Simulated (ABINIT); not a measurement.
A calculation with ABINIT 10.8.3 (patched build) of As (native input, structure from a POSCAR):

run.abi

```
# Pseudopotentials
pp_dirpath "./"
pseudos "As.GGA_PBE-JTH.xml"

# Structure
structure "poscar:POSCAR"
natom 2
chkprim 0
chksymtnons 0
tolsym 1.0e-6

# Plane-wave basis
ecut 15.0
pawecutdg 30.0
pawxcdev 0

# k points
kptopt 1
ngkpt 9 9 9
nshiftk 1
shiftk 0.0 0.0 0.0

# Exchange and correlation
ixc 11

# Bands and occupations
nband 19
occopt 3
tsmear 0.05 eV

# SCF cycle
nstep 100
tolvrs 1.0e-9

# Output
iomode 3
prtwf 0
prteig 0
prtebands 0
prtden 1
prtvha 1
prtvclmb 1
prtpot 1
```

Contents of POSCAR:

```
As
1.0
   -2.7036817400      0.0000000000     -2.7036817400
    0.0000000000     -2.7036817400     -2.7036817400
   -2.7036817400     -2.7036817400      0.0000000000
As
2
Direct
    0.2763515400      0.2271399200      0.2568997100  As
    0.7236484600      0.7728600800      0.7431002900  As
```

Potentials or basis: JTH PAW PBE v2.0.

Run with:

```console
$ abinit run.abi > log 2>&1
```

This isn't the form of As at room conditions, which is rhombohedral.

Task: Write the same calculation in another form: ASE script, structure from a P1 CIF.

Result: As run:

Contents of run.py:

```python
import json, os
import numpy as np
from ase.units import GPa
from ase.calculators.abinit import Abinit, AbinitProfile
from ase.io import read

atoms = read('As.cif')

profile = AbinitProfile(command='abinit', pp_paths=[os.path.abspath('pseudos')])
params = dict(
    pps='pawxml', xc='PBE',
    chksymtnons=0,
    tolsym=1e-06,
    ecut=408.1708,
    pawecutdg=816.3416,
    pawxcdev=0,
    kptopt=1,
    ngkpt=[9, 9, 9],
    nshiftk=1,
    shiftk=[0.0, 0.0, 0.0],
    ixc=11,
    nband=19,
    occopt=3,
    tsmear=0.05,
    nstep=100,
    tolvrs=1e-09,
    prtwf=0,
    prtden=0,
)

atoms.calc = Abinit(profile=profile, directory='run', **params)
energy = atoms.get_potential_energy()
forces = atoms.get_forces()
stress = atoms.get_stress()
print(f'energy {energy:.6f} eV')
print('forces (eV/A)')
print(np.round(forces, 5))
print('stress (GPa, Voigt, tension positive)', np.round(stress / GPa, 4))
json.dump(dict(energy=energy, forces=forces.tolist(), stress=stress.tolist(), cell=atoms.cell.tolist(), frac=atoms.get_scaled_positions(wrap=False).tolist()), open('results.json', 'w'))
```

The input As.cif:

```cif
data_As
_cell_length_a 3.82358339
_cell_length_b 3.82358339
_cell_length_c 3.82358339
_cell_angle_alpha 60.00000000
_cell_angle_beta 60.00000000
_cell_angle_gamma 60.00000000
_space_group_name_H-M_alt 'P1'
_space_group_name_Hall 'P 1'
_space_group_IT_number 1
loop_
_space_group_symop_operation_xyz
'x,y,z'
loop_
_atom_site_label
_atom_site_type_symbol
_atom_site_symmetry_multiplicity
_atom_site_Wyckoff_symbol
_atom_site_fract_x
_atom_site_fract_y
_atom_site_fract_z
_atom_site_occupancy
As1 As 1 a 0.2763515400 0.2271399200 0.2568997100 1
As2 As 1 a 0.7236484600 0.7728600800 0.7431002900 1
```

Potentials or basis: JTH PAW PBE v2.0.

The run is started by

```console
$ python run.py
```

Both were run:

|  | native input, structure from a POSCAR | ASE script, structure from a P1 CIF |
| --- | --- | --- |
| Pressure | 4.4 GPa | 4.4 GPa |
| Largest force | 0.445 eV/Å | 0.445 eV/Å |
| Band gap on the k mesh | none (metal or under the smearing width) | none (metal or under the smearing width) |
| Valence electrons inside the program's atomic spheres | As 12.58 (radii [1.1133] Å) | As 12.58 (radii [1.1133] Å) |

Keys that steer only the numerical path or the files written may differ.
